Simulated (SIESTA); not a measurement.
The system is BAs.

```
As B
1.0
     0.00000    2.38850    2.38850
     2.38850    0.00000    2.38850
     2.38850    2.38850    0.00000
As B
1 1
Direct
  0.75000 0.75000 0.75000
  0.00000 0.00000 0.00000
```

Program: SIESTA 5.4.2. Alike in all runs: no spin polarisation; cell as given; k mesh 10 × 10 × 10; smearing fermi-dirac 0.05 eV; grid cutoff 500 Ry.

Question: Order these runs on this cell by their pressure, lowest first.
A. level PBE; potentials or basis PseudoDojo 0.4 standard (PBE files), DZP (energy shift 0.002 Ry); energy shift 0.002 Ry
B. level PBE; potentials or basis PseudoDojo 0.4 standard (PBE files), DZP (energy shift 0.003 Ry; two zetas on semicore shells); broadening (eV) 0.3 eV; window to (eV) 40 eV; optical mesh offset true; energy shift 0.003 Ry
C. level vdW-DF-cx; potentials or basis PseudoDojo 0.4 standard (PBE files), DZP (energy shift 0.003 Ry; two zetas on semicore shells); energy shift 0.003 Ry
D. level LDA; potentials or basis PseudoDojo 0.4 standard (LDA files), DZP (energy shift 0.003 Ry; two zetas on semicore shells); energy shift 0.003 Ry
E. level BLYP; potentials or basis PseudoDojo 0.4 standard (PBE files), DZP (energy shift 0.002 Ry); energy shift 0.002 Ry

Answer: D (-1.8 GPa), C (2.7 GPa), B (4.7 GPa), A (6.8 GPa), E (12.2 GPa).

Caveats: the basis of atomic orbitals isn't converged, which shifts pressures, moduli and gaps; the potentials were made for another functional, which shifts forces and pressure (some runs); semicore shells carry a single zeta, which can move pressures by several GPa and volumes by a few percent (some runs); the basis holds too few empty states to meet the f-sum rule, so the spectrum is short of weight at high energy (some runs).

Not every run made on this cell is shown here.
